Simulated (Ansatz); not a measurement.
V:

```
V
1.0
     2.60429    0.00000    0.00000
    -1.30215    2.25538    0.00000
     0.00000    0.00000    4.72334
V
2
Cartesian
  0.0000 1.5036 1.1808
  1.3021 0.7518 3.5425
```

This isn't the form of V at room conditions, which is bcc.

Program: Ansatz 0.2.0. Alike in all runs: potentials or basis Ansatz PAW; spin collinear, ferromagnetic start; cell as given; k mesh 6 × 6 × 3; cutoff (eV) 420; smearing fermi-dirac 0.05 eV; the mesh is coarse, so values aren't converged.

Q: Order these runs on this cell by their pressure, lowest first.
A. level PBEsol0
B. level HSEsol; points for each segment of the path 4
C. level HSE03; points for each segment of the path 4

A: A (-12.4 GPa), B (-10.4 GPa), C (-5.5 GPa).

Caveats: all runs use coarse meshes; the magnetic or orbital state may not be the lowest; the PAW data sets come from PBE, with cores solved anew for the run's functional, which leaves a small shift of forces and pressure; the starting moments weren't kept; the thresholds are loose for stress.
